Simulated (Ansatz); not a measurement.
Level of theory: DFT PBE, scalar-relativistic, plane waves, PAW (Ansatz). All cells share a 420 eV cutoff and Γ-centred k meshes spaced at most about 0.3 Å⁻¹ (about 0.25 or finer for metals, 2π included). No spin polarisation.

Temperature and zero-point effects are left out.

Two forms of Sn3S5 were relaxed alike.

A.

```cif
data_structure
_symmetry_space_group_name_H-M 'R32:H'
_symmetry_Int_Tables_number 155
_cell_length_a 7.5590
_cell_length_b 7.5590
_cell_length_c 16.9144
_cell_angle_alpha 90.000
_cell_angle_beta 90.000
_cell_angle_gamma 120.000
_cell_volume 836.99
loop_
_atom_site_label
_atom_site_type_symbol
_atom_site_symmetry_multiplicity
_atom_site_Wyckoff_symbol
_atom_site_fract_x
_atom_site_fract_y
_atom_site_fract_z
_atom_site_occupancy
Sn1 Sn 9 e 0.59164 0.66667 0.16667 1
S1 S 9 e 0.93306 0.66667 0.16667 1
S2 S 6 c 0.33333 0.66667 0.06148 1
```

B.

```cif
data_structure
_symmetry_space_group_name_H-M 'Pm-3m'
_symmetry_Int_Tables_number 221
_cell_length_a 5.6763
_cell_length_b 5.6763
_cell_length_c 5.6763
_cell_angle_alpha 90.000
_cell_angle_beta 90.000
_cell_angle_gamma 90.000
_cell_volume 182.89
loop_
_atom_site_label
_atom_site_type_symbol
_atom_site_symmetry_multiplicity
_atom_site_Wyckoff_symbol
_atom_site_fract_x
_atom_site_fract_y
_atom_site_fract_z
_atom_site_occupancy
Sn1 Sn 3 c 0.50000 0.00000 0.50000 1
S1 S 3 d 0.00000 0.50000 0.00000 1
S2 S 1 a 0.00000 0.00000 0.00000 1
S3 S 1 b 0.50000 0.50000 0.50000 1
```

Task: Which is lower in energy, and by how much?

Result: A is lower, by 19 meV/atom. A has space group R32 (No. 155), 34.9 Å³/atom and no gap on its mesh; B has space group Pm-3m (No. 221), 22.9 Å³/atom and no gap. Counting S atoms around Sn (those within 1.25 times the shortest such distance or 1.15 times the sum of covalent radii, 1.27 where that leaves under three), A has Sn 5 and B has Sn 6. In A, Sn has 5 S at 2.58–2.66 Å and 2 Sn at 3.38 Å; around S on a site of symmetry 2 lie 3 Sn at 2.58–2.66 Å; S on a site of symmetry 3 is surrounded by 3 Sn at 2.64 Å. In B, around Sn lie 6 S at 2.84 Å; around S on a site of symmetry 4/mmm lie 2 S at 2.84 Å and 4 Sn at 2.84 Å; S on a site of symmetry m-3m is surrounded by 6 S at 2.84 Å; 1 more site not described. Both come from invented guesses. The lowest form computed is the arrangement of A in a distorted form (P1), 21 meV/atom below it.

For metals, differences of a few meV/atom aren't resolved. Weakly bound directions are ill-defined at this level, which has no dispersion term (R32), and this can change margins and order among such cells. Cells relaxed within their symmetry can be saddle points. Some candidate types were left out of the draw beforehand, so a known form may be missing.
